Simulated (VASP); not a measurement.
# NaCl: Na into a neighbouring Na vacancy, part 3 of 5

How hard is this move in NaCl: Na into a neighbouring Na vacancy? Both ends are relaxed first, then a band of images between them. The start is a computed cell from the Materials Project.

VASP 6.6.1; PBEsol; plane waves and PAW (Cl, Na).

So far. Step 2 (Relax the host): The run ended after 3 ionic steps, 0.001 eV below its first step, once forces and stress met EDIFFG = -0.02. Step 3 (Relax the start): The run ended after 7 ionic steps, 0.261 eV below its first step, once the forces on the free atoms met EDIFFG = -0.05.

**4. Relax the end**

The end state is relaxed in the same way, so that both ends share their errors.

This cell carries charge -1, set by NELECT and balanced by a uniform background.

Input file INCAR:

```
SYSTEM = Na26Cl27
PREC = Normal
ENCUT = 280
EDIFF = 1E-05
NELM = 120
ISMEAR = 0
SIGMA = 0.05
LREAL = Auto
ALGO = Fast
GGA = PS
NELECT = 216
NBANDS = 150
LORBIT = 11
LWAVE = .FALSE.
LCHARG = .FALSE.
NCORE = 6
IBRION = 2
NSW = 60
ISIF = 2
EDIFFG = -0.05
POTIM = 0.4
MAXMIX = 40
ISYM = 0
```

Input file POSCAR:

```
Na26Cl27
1.0
    0.0000000000      8.3404434717      8.3404434717
    8.3404434717      0.0000000000      8.3404434717
    8.3404434717      8.3404434717      0.0000000000
Cl Na
27 26
Direct
    0.1674633510      0.1653024746      0.1680271013
    0.1685382911      0.1664739740      0.4986835285
    0.1684866943      0.1653482131      0.8362432073
    0.1671389825      0.4993538360      0.1658922585
    0.1667088716      0.5003749574      0.4998857898
    0.1689755844      0.4963128840      0.8330138277
    0.1704173496      0.8327415376      0.1644452818
    0.1651510529      0.8326135257      0.5019020664
    0.1629131452      0.8343548786      0.8391976745
    0.4991749672      0.1637635258      0.1677002718
    0.5007176700      0.1688895372      0.4981814975
    0.4956456302      0.1711210374      0.8311861653
    0.5034712919      0.4969318183      0.1658562357
    0.5002576602      0.5041268314      0.4971882196
    0.4967483392      0.5041456543      0.8340317221
    0.4992615447      0.8310368493      0.1673486024
    0.4962443138      0.8363790241      0.5014316383
    0.4983353930      0.8344240801      0.8334451195
    0.8324456544      0.1647474381      0.1672343128
    0.8332102813      0.1659894591      0.4996269323
    0.8338170237      0.1679891426      0.8321467973
    0.8327599405      0.4989792777      0.1669123800
    0.8330705259      0.5015068298      0.4972306118
    0.8342396475      0.4999551379      0.8306384897
    0.8299498754      0.8318746846      0.1690906678
    0.8314469455      0.8318328958      0.5025088090
    0.8302188586      0.8337472607      0.8347666029
   -0.0000858193      0.0005717024     -0.0003421445
    0.0033755034     -0.0048206511      0.6676368078
    0.0021625917      0.3303199376     -0.0006786366
   -0.0008683079      0.3340583865      0.3333872758
   -0.0003761025      0.3353370221      0.6652523299
   -0.0003869754      0.6672383623     -0.0016984944
   -0.0018423965      0.6664407804      0.3346264081
   -0.0040896848      0.6682843867      0.6665351640
    0.3316876318      0.0017128304     -0.0016180564
    0.3333798687     -0.0022401606      0.3354419346
    0.3315366958     -0.0040964870      0.6692622586
    0.3279037322      0.3370128235      0.0037542687
    0.3301196097      0.3322800688      0.3364515419
    0.3330677649      0.3325199512      0.6689833918
    0.3331640434      0.6646567434      0.0013346586
    0.3322374411      0.6661441015      0.3349071341
    0.3336823241      0.6642184536      0.6657766835
    0.6665764553      0.0019656142      0.0004357215
    0.6658816728     -0.0010926015      0.3347487520
    0.6676341971     -0.0017101470      0.6699787607
    0.6666111032      0.3322348088     -0.0003229216
    0.6673246118      0.3319777813      0.3330067702
    0.6653300951      0.3354466309      0.6680037218
    0.6668872291      0.6698913325     -0.0009417611
    0.6660169404      0.6664381015      0.3320447269
    0.6650819841      0.6681671937      0.6648910527
```

Input file KPOINTS:

```
Automatic mesh
0
Gamma
1 1 1
0 0 0
```

Potentials, in the order of the species: Cl and Na (PBE family, release 64).

Launch:

```sh
$ mpirun -np 6 vasp_gam
```

What it wrote:

```text
[... set-up lines as in an earlier step ...]
 entering main loop
       N       E                     dE             d eps       ncg     rms          rms(c)
DAV:   1     0.176736374939E+04    0.17674E+04   -0.63401E+04   308   0.753E+02
DAV:   2     0.109574403377E+03   -0.16578E+04   -0.15840E+04   442   0.207E+02
DAV:   3    -0.174820835927E+03   -0.28440E+03   -0.28264E+03   384   0.955E+01
DAV:   4    -0.187792810845E+03   -0.12972E+02   -0.12945E+02   368   0.247E+01
DAV:   5    -0.188296747210E+03   -0.50394E+00   -0.50368E+00   400   0.489E+00BRMIX: very serious problems
 the old and the new charge density differ
 old charge density:   215.00000 new  215.99998
    0.113E+01
RMM:   6    -0.183592765713E+03    0.47040E+01   -0.85255E+00   300   0.475E+00    0.786E+00
RMM:   7    -0.183314156815E+03    0.27861E+00   -0.65983E+00   300   0.398E+00    0.556E+00
RMM:   8    -0.183497714879E+03   -0.18356E+00   -0.13137E+00   300   0.236E+00    0.431E+00
RMM:   9    -0.183325200806E+03    0.17251E+00   -0.17110E-01   302   0.855E-01    0.138E+00
RMM:  10    -0.183322388721E+03    0.28121E-02   -0.13728E-01   300   0.635E-01    0.423E-01
RMM:  11    -0.183323844804E+03   -0.14561E-02   -0.23868E-02   316   0.293E-01    0.125E-01
RMM:  12    -0.183324655532E+03   -0.81073E-03   -0.10371E-02   308   0.172E-01    0.233E-01
RMM:  13    -0.183325165769E+03   -0.51024E-03   -0.30525E-03   382   0.916E-02    0.261E-01
RMM:  14    -0.183324631834E+03    0.53394E-03   -0.75052E-04   305   0.467E-02    0.148E-01
RMM:  15    -0.183324405243E+03    0.22659E-03   -0.17480E-03   300   0.680E-02    0.339E-02
RMM:  16    -0.183324414444E+03   -0.92011E-05   -0.84821E-05   287   0.198E-02
   1 F= -.18332441E+03 E0= -.18332441E+03  d E =-.183324E+03
 curvature:   0.00 expect dE= 0.000E+00 dE for cont linesearch  0.000E+00
 trial: gam= 0.00000 g(F)=  0.971E-01 g(S)=  0.000E+00 ort = 0.000E+00 (trialstep = 0.100E+01)
 search vector abs. value=  0.971E-01
 bond charge predicted
       N       E                     dE             d eps       ncg     rms          rms(c)
DAV:   1    -0.183396807119E+03   -0.72402E-01   -0.33136E+00   344   0.314E+00    0.104E+00
RMM:   2    -0.183452219196E+03   -0.55412E-01   -0.32736E-01   305   0.121E+00    0.169E+00
RMM:   3    -0.183416873105E+03    0.35346E-01   -0.58938E-02   304   0.542E-01    0.774E-01
RMM:   4    -0.183416292163E+03    0.58094E-03   -0.17270E-02   312   0.279E-01    0.652E-01
RMM:   5    -0.183416458584E+03   -0.16642E-03   -0.36442E-03   358   0.121E-01    0.614E-01
RMM:   6    -0.183416602107E+03   -0.14352E-03   -0.43552E-04   309   0.377E-02    0.609E-01
RMM:   7    -0.183414266634E+03    0.23355E-02   -0.27973E-03   314   0.824E-02    0.402E-01
RMM:   8    -0.183413402926E+03    0.86371E-03   -0.66071E-03   340   0.119E-01    0.184E-01
RMM:   9    -0.183413470042E+03   -0.67117E-04   -0.91844E-04   320   0.611E-02    0.120E-01
RMM:  10    -0.183413746806E+03   -0.27676E-03   -0.62788E-04   333   0.413E-02    0.202E-01
RMM:  11    -0.183413368662E+03    0.37814E-03   -0.32018E-04   300   0.311E-02    0.124E-01
RMM:  12    -0.183413259671E+03    0.10899E-03   -0.43451E-04   304   0.353E-02    0.710E-02
RMM:  13    -0.183413260339E+03   -0.66816E-06   -0.50590E-05   249   0.160E-02
   2 F= -.18341326E+03 E0= -.18341326E+03  d E =-.888459E-01
[...]
3 F= -.18356450E+03 E0= -.18356450E+03  d E =-.240085E+00
[...]
4 F= -.18349609E+03 E0= -.18349609E+03  d E =-.171671E+00
[...]
5 F= -.18359776E+03 E0= -.18359776E+03  d E =-.273350E+00
[...]
6 F= -.18359780E+03 E0= -.18359780E+03  d E =-.273387E+00
[...]
7 F= -.18361255E+03 E0= -.18361255E+03  d E =-.147527E-01
 trial-energy change:   -0.014753  1 .order   -0.014661   -0.016577   -0.012744
 step:   6.2698(harm=  8.3140)  dis= 0.02563  next Energy=  -183.628024 (dE=-0.302E-01)
 bond charge predicted
       N       E                     dE             d eps       ncg     rms          rms(c)
DAV:   1    -0.183600823088E+03    0.11734E-01   -0.54337E+00   300   0.446E+00    0.140E+00
RMM:   2    -0.183623095311E+03   -0.22272E-01   -0.24169E-01   300   0.131E+00    0.707E-01
RMM:   3    -0.183630696650E+03   -0.76013E-02   -0.65233E-02   326   0.638E-01    0.434E-01
RMM:   4    -0.183632003133E+03   -0.13065E-02   -0.14632E-02   355   0.251E-01    0.335E-01
RMM:   5    -0.183631366810E+03    0.63632E-03   -0.30065E-03   302   0.100E-01    0.988E-02
RMM:   6    -0.183631390631E+03   -0.23821E-04   -0.10499E-03   329   0.664E-02    0.826E-02
RMM:   7    -0.183631380136E+03    0.10496E-04   -0.10475E-04   280   0.242E-02    0.752E-02
RMM:   8    -0.183631361314E+03    0.18821E-04   -0.51895E-05   268   0.147E-02    0.572E-02
RMM:   9    -0.183631351378E+03    0.99360E-05   -0.49571E-05   263   0.133E-02
   8 F= -.18363135E+03 E0= -.18363135E+03  d E =-.335504E-01
 curvature:  -4.12 expect dE=-0.384E-02 dE for cont linesearch -0.215E-02
 trial: gam=-0.14490 g(F)=  0.932E-03 g(S)=  0.000E+00 ort = 0.223E-02 (trialstep = 0.279E+01)
 search vector abs. value=  0.486E-03
 reached required accuracy - stopping structural energy minimisation
```

Elapsed: 29 s, on 6 MPI ranks of AMD EPYC 9R45, shared host; peak memory 0.82 GiB; 2.8 min of CPU time.

Parts of OUTCAR (step 4):

```text
NELECT = 216

 ion  position               nearest neighbor table
   1  0.167  0.165  0.168-  39 2.77  36 2.78  37 2.78  30 2.79  31 2.79
   2  0.169  0.166  0.499-  40 2.73  37 2.77  38 2.78  31 2.79  32 2.80  29 2.81
   3  0.168  0.165  0.836-  36 2.71  30 2.74  41 2.77  28 2.78  38 2.81  32 2.83
   4  0.167  0.499  0.166-  39 2.71  42 2.76  31 2.78  40 2.78  33 2.80  34 2.80
   5  0.167  0.500  0.500-  43 2.76  40 2.77  32 2.77  34 2.78  35 2.79  41 2.80
   6  0.169  0.496  0.833-  41 2.73  39 2.75  44 2.77  30 2.78  33 2.80  35 2.83
   7  0.170  0.833  0.164-  36 2.75  42 2.76  43 2.77  28 2.80  34 2.82
   8  0.165  0.833  0.502-  29 2.74  44 2.77  37 2.78  43 2.78  35 2.78
   9  0.163  0.834  0.839-  28 2.72  38 2.75  33 2.76  29 2.76  42 2.77  44 2.87
  10  0.499  0.164  0.168-  45 2.74  37 2.77  46 2.78  39 2.80  48 2.80  40 2.81
  11  0.501  0.169  0.498-  49 2.75  40 2.77  46 2.78  41 2.79  47 2.83  38 2.85
  12  0.496  0.171  0.831-  41 2.71  36 2.78  50 2.79  47 2.79  39 2.82  45 2.84
  13  0.503  0.497  0.166-  48 2.76  49 2.76  42 2.79  51 2.81  40 2.82  43 2.82
  14  0.500  0.504  0.497-  52 2.74  44 2.74  43 2.76  50 2.80  49 2.81  41 2.83
  15  0.497  0.504  0.834-  42 2.73  44 2.76  53 2.77  50 2.79  48 2.80  39 2.80
  16  0.499  0.831  0.167-  51 2.75  52 2.76  43 2.77  37 2.79  36 2.81  45 2.82
  17  0.496  0.836  0.501-  38 2.73  37 2.74  46 2.77  53 2.77  44 2.79  52 2.83
  18  0.498  0.834  0.833-  38 2.76  36 2.77  47 2.78  51 2.79  53 2.79  42 2.79
  19  0.832  0.165  0.167-  28 2.77  46 2.77  49 2.78  48 2.78  30 2.80
  20  0.833  0.166  0.500-  49 2.77  47 2.78  31 2.79  50 2.82  29 2.82
  21  0.834  0.168  0.832-  48 2.77  50 2.77  32 2.78  45 2.78  28 2.78  29 2.81
  22  0.833  0.499  0.167-  49 2.77  52 2.77  31 2.78  51 2.78  33 2.80  30 2.80
  23  0.833  0.502  0.497-  34 2.75  31 2.76  52 2.77  50 2.78  53 2.79  32 2.79
  24  0.834  0.500  0.831-  32 2.75  35 2.75  53 2.79  48 2.80  30 2.81  51 2.82
  25  0.830  0.832  0.169-  52 2.75  45 2.77  46 2.77  34 2.78  33 2.80  28 2.82
  26  0.831  0.832  0.503-  35 2.74  53 2.75  34 2.78  46 2.78  47 2.79
  27  0.830  0.834  0.835-  51 2.73  47 2.73  33 2.78  35 2.78  45 2.79  29 2.79
  28  1.000  0.001  1.000-   9 2.72  19 2.77   3 2.78  21 2.78   7 2.80  25 2.82  30 3.90  38 3.90
                            36 3.91  45 3.92  48 3.92  29 3.93  33 3.94  34 3.95  46 3.95  32 3.95
  29  0.003  0.995  0.668-   8 2.74   9 2.76  27 2.79   2 2.81  21 2.81  20 2.82  33 3.88  38 3.88
                            44 3.90  37 3.91  35 3.91  28 3.93  47 3.93  45 3.95  31 3.97  32 3.98
  30  0.002  0.330  0.999-   3 2.74   6 2.78   1 2.79  19 2.80  22 2.80  24 2.81  36 3.88  41 3.90
                            28 3.90  39 3.91  32 3.93  49 3.94  48 3.94  31 3.94  33 3.95  35 3.96
  31  0.999  0.334  0.333-  23 2.76  22 2.78   4 2.78  20 2.79   1 2.79   2 2.79  39 3.88  40 3.91
                            34 3.92  52 3.92  32 3.92  49 3.93  33 3.94  50 3.94  30 3.94  37 3.95
  32  1.000  0.335  0.665-  24 2.75   5 2.77  21 2.78  23 2.79   2 2.80   3 2.83  40 3.89  34 3.90
                            35 3.91  31 3.92  30 3.93  50 3.93  53 3.94  48 3.94  41 3.94  28 3.95
  33  1.000  0.667  0.998-   9 2.76  27 2.78  22 2.80   4 2.80  25 2.80   6 2.80  39 3.88  29 3.88
                            51 3.90  35 3.93  44 3.93  52 3.94  42 3.94  45 3.94  31 3.94  28 3.94
[...]
53  0.665  0.668  0.665-  26 2.75  17 2.77  15 2.77  23 2.79  18 2.79  24 2.79  46 3.90  38 3.90
                            50 3.90  34 3.91  35 3.91  44 3.93  52 3.93  32 3.94  47 3.94  42 3.94

 Found      1 irreducible k-points:

 E-fermi :  -0.0128

 k-point     1 :       0.0000    0.0000    0.0000
  band No.  band energies     occupation
    ...
    104      -0.2942      2.00000
    105      -0.2936      2.00000
    106      -0.2916      2.00000
    107      -0.2906      2.00000
    108      -0.2895      2.00000
    109       4.6904      0.00000
    110       6.5377      0.00000
    111       6.5397      0.00000
    112       6.5405      0.00000
    113       6.5806      0.00000
    ...

  Total        3.7814849      3.7565063      3.7408208      0.2295718      0.2287773      0.2128655
  in kB        5.2212625      5.1867734      5.1651158      0.3169799      0.3158829      0.2939128
  external PRESSURE =       5.1910506 kB  Pullay stress =       0.0000000 kB

 POSITION                                       TOTAL-FORCE (eV/Angst)
 -----------------------------------------------------------------------------------
      2.78139      2.78526      2.86131        -0.002315     -0.017659      0.027304
      5.57309      5.57573      2.78478        -0.017415     -0.021205     -0.014601
      8.32607      8.32758      2.79011         0.018258      0.011372     -0.014877
      5.57890      2.78021      5.54488        -0.003476      0.000792     -0.012816
      8.32998      5.57101      5.54879         0.006346     -0.014861      0.001368
     11.11936      8.32718      5.54345         0.007132     -0.000558     -0.011110
      8.24512      2.78794      8.33825        -0.011760     -0.013021      0.007256
     11.12007      5.65487      8.32123        -0.004785      0.014985      0.015240
     13.91948      8.33612      8.32035        -0.009958     -0.006967      0.021097
      2.78041      5.56519      5.54137         0.011949      0.011415      0.001747
      5.57832      8.32922      5.54550        -0.016988      0.012862      0.001354
      8.35021     11.11456      5.55851        -0.018509      0.006182     -0.018066
      5.55644      5.57639      8.33497         0.020238     -0.005075     -0.005500
      8.33047      8.32512      8.34667        -0.010440      0.003187     -0.013395
     11.13228     11.11110      8.33807        -0.016767      0.013990     -0.010378
      8.32676      5.56427     11.12600         0.012474     -0.002266     -0.003674
     11.13052      8.32254     11.11526        -0.014518      0.000503      0.010741
     13.91416     11.11843     11.12828         0.004361     -0.002113     -0.000939
      2.77269      8.24735      8.32996         0.018311     -0.026556      0.008757
      5.66031     11.12399      8.33321         0.018649     -0.009661      0.000001
      8.33057     13.90203      8.34544         0.003532      0.016937     -0.011947
      5.55562      8.32278     11.12817         0.009829      0.018107     -0.014860
      8.33109     11.10806     11.12851        -0.002183      0.009900      0.005340
     11.11633     13.90156     11.12476         0.004180      0.007405     -0.004634
      8.33430      8.32500     13.87665         0.010345      0.008454      0.028524
     11.12905     11.11492     13.79790         0.002465      0.004863     -0.016478
     13.92449     13.90946     13.88168        -0.023952     -0.013983      0.010949
      8.39757      8.39552     16.67320        -0.007506      0.004419     -0.000011
     13.84568      5.51703      8.33613         0.003577     -0.018882     -0.006507
      2.77090      0.05738      2.71656         0.003488     -0.007215      0.000197
      5.50875     11.11832     11.05889        -0.004276      0.002981     -0.002297
      8.34178     13.89099     11.12096         0.007935     -0.002844     -0.010456
     13.89447     16.67900     13.89457         0.004991      0.009912      0.002990
      8.39721     11.11363     13.95217         0.010912      0.007546      0.003154
     11.12535     13.83854     13.93830        -0.000431      0.003799      0.010978
      0.05546      2.77927      2.73064         0.001713     -0.002564     -0.011166
     11.11709      5.51024     11.05308         0.006148     -0.010864     -0.006171
     13.90342      8.34677     11.10005        -0.008104      0.000314      0.010577
[...]
-----------------------------------------------------------------------------------
    total drift:                               -0.001014     -0.002925      0.009403

  FREE ENERGIE OF THE ION-ELECTRON SYSTEM (eV)
  ---------------------------------------------------
  free  energy   TOTEN  =      -183.6313513781 eV

  energy  without entropy=     -183.6313513781  energy(sigma->0) =     -183.63135138

 total charge
# of ion       s       p       d       tot
------------------------------------------
    1        1.576   3.589   0.000   5.165
    2        1.576   3.588   0.000   5.164
    3        1.576   3.588   0.000   5.164
    4        1.576   3.585   0.000   5.161
    5        1.576   3.588   0.000   5.164
    6        1.576   3.585   0.000   5.161
    7        1.576   3.589   0.000   5.165
    8        1.576   3.589   0.000   5.165
    9        1.576   3.585   0.000   5.161
   10        1.576   3.585   0.000   5.161
   11        1.576   3.588   0.000   5.164
   12        1.576   3.585   0.000   5.161
   13        1.576   3.585   0.000   5.161
   14        1.576   3.585   0.000   5.161
   15        1.576   3.585   0.000   5.161
   16        1.576   3.588   0.000   5.164
   17        1.576   3.585   0.000   5.161
   18        1.576   3.585   0.000   5.161
   19        1.576   3.589   0.000   5.165
   20        1.576   3.589   0.000   5.165
   21        1.576   3.585   0.000   5.161
   22        1.576   3.588   0.000   5.164
   23        1.576   3.585   0.000   5.161
   24        1.576   3.584   0.000   5.161
   25        1.576   3.588   0.000   5.164
   26        1.576   3.589   0.000   5.165
   27        1.576   3.588   0.000   5.164
   28        0.045   0.037   0.000   0.082
   29        0.045   0.037   0.000   0.082
   30        0.045   0.037   0.000   0.082
   31        0.045   0.037   0.000   0.082
   32        0.046   0.038   0.000   0.084
   33        0.046   0.038   0.000   0.084
   34        0.045   0.037   0.000   0.082
   35        0.045   0.037   0.000   0.083
   36        0.045   0.037   0.000   0.083
   37        0.045   0.037   0.000   0.083
[...]
--------------------------------------------------
tot         43.751  97.827   0.000 141.577

[... 6 parts as in an earlier step ...]

[... 1 further part left out ...]
```

The steps of the relaxation:

```tsv
step	energy less that of the first step (eV)	largest force (eV/Å)
1	0.0000	0.4092
2	-0.0888	0.3448
3	-0.2401	0.1826
4	-0.1717	0.3782
5	-0.2734	0.1252
6	-0.2734	0.1319
7	-0.2881	0.1057
8	-0.3069	0.0478
```

The atoms that moved most (Å):

```tsv
atom	dx	dy	dz	length
Cl20	0.109	0.008	-0.001	0.109
Cl8	-0.010	0.091	-0.001	0.092
Cl19	0.004	-0.090	0.013	0.091
Cl1	0.001	-0.013	0.086	0.087
Na47	-0.052	-0.036	0.056	0.084
Na37	-0.002	-0.068	-0.049	0.084
Na31	-0.058	0.005	-0.061	0.084
Na34	0.048	-0.002	0.069	0.084
```

This step gave:

* electronic cycles: 92
* free energy (TOTEN): -183.6314 eV
* Fermi energy: -0.0128 eV
* gap on the k-mesh: 4.980 eV
* least direct gap on the k-mesh: 4.980 eV

The run ended after 8 ionic steps, 0.307 eV below its first step, once the forces on the free atoms met EDIFFG = -0.05.

[end of part 3 of 5]

[Lines on the potential files, build, host, timing and source positions are cut from VASP's logs without a mark.]

[Logs are printed without paths, hosts, clocks, repeated set-up lines and the standing remarks that a program may print on its own settings, such as how far it seeks lower states.]

[Hosts, paths, dates, database ids (printed as entryN), source tags and the programs' standing remarks are cut or masked in the printed files.]

[Runs that stopped without an error message from VASP are left out.]
